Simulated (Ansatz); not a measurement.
# BN: the cost of one run

Method: DFT PBEsol, scalar-relativistic, plane waves, PAW, in Ansatz 0.2.0.

41 further runs of the same task are left out: 41 set aside as unsound or not needed. Runs told in other sessions of the task aren't counted.

### Step 1. The system as given

The structure is tetragonal, space group P4_2/mnm (No. 136). The conventional cell has a = 4.398 Å, b = 4.398 Å, c = 2.538 Å, α = 90.00°, β = 90.00°, γ = 90.00°. Around B (site symmetry m2m) lie 4 N at 1.53 to 1.59 Å. Around N (site symmetry m2m) lie 4 B at 1.53 to 1.59 Å.

As a file:

```
B N
1.0
     4.39823    0.00000    0.00000
     0.00000    4.39823    0.00000
     0.00000    0.00000    2.53803
B N
4 4
Direct
  0.17413 0.82587 0.50000
  0.32587 0.32587 0.00000
  0.67413 0.67413 0.00000
  0.82587 0.17413 0.50000
  0.81239 0.81239 0.50000
  0.31239 0.68761 0.00000
  0.68761 0.31239 0.00000
  0.18761 0.18761 0.50000
```

It goes back to an entry of the Materials Project, which need not be the stable form.

This cell was relaxed beforehand with the same method: volume 6.14 Å³/atom, gap on the mesh 4.60 eV.

### Step 2. The scan

The energy is mapped over the lattice constants a and c of the conventional cell.

First coordinate, lattice constant a (and b): 9 values from 4.266 to 4.530 Å. Second coordinate, lattice constant c: 9 values from 2.233 to 2.843 Å.

Nothing else is relaxed (fractional coordinates fixed). Energies count from the relaxed crystal. Points are written as (first, second).

### Step 3. Grid point (4.464 Å, 2.233 Å)

Input file input.yaml:

```yaml
crystal:
  lattice:
    - [4.4642, 0.0, 0.0]
    - [0.0, 4.4642, 0.0]
    - [0.0, 0.0, 2.2335]
  atoms:
    - { symbol: B, position: [0.1741337327, 0.8258662673, 0.5] }
    - { symbol: B, position: [0.3258662673, 0.3258662673, 0.0] }
    - { symbol: B, position: [0.6741337327, 0.6741337327, 0.0] }
    - { symbol: B, position: [0.8258662673, 0.1741337327, 0.5] }
    - { symbol: "N", position: [0.8123909516, 0.8123909516, 0.5] }
    - { symbol: "N", position: [0.3123909516, 0.6876090484, 0.0] }
    - { symbol: "N", position: [0.6876090484, 0.3123909516, 0.0] }
    - { symbol: "N", position: [0.1876090484, 0.1876090484, 0.5] }
basis:
  ecutwfc: 520.0
kpoints:
  mp_grid: { grid: [6, 6, 10] }
hamiltonian:
  xc: pbesol
  pseudopotentials: { kind: paw, azcp: { folder: soft_1 } }
scf:
  occupations: { method: gaussian, width: 0.05 }
output:
  forces: true
  stress: true
  eigenvalues: true
```

On the command line:

```console
$ ansatz run input.yaml --threads 2 --pin off --max-ram 4096MiB --backend cpu --events-out ev --progress --plain --runs-dir out
```

Q: Estimate wall time and peak memory on 2 threads of Arm Neoverse N1, shared host.

About 5.3 s, with a peak of 0.34 GiB.
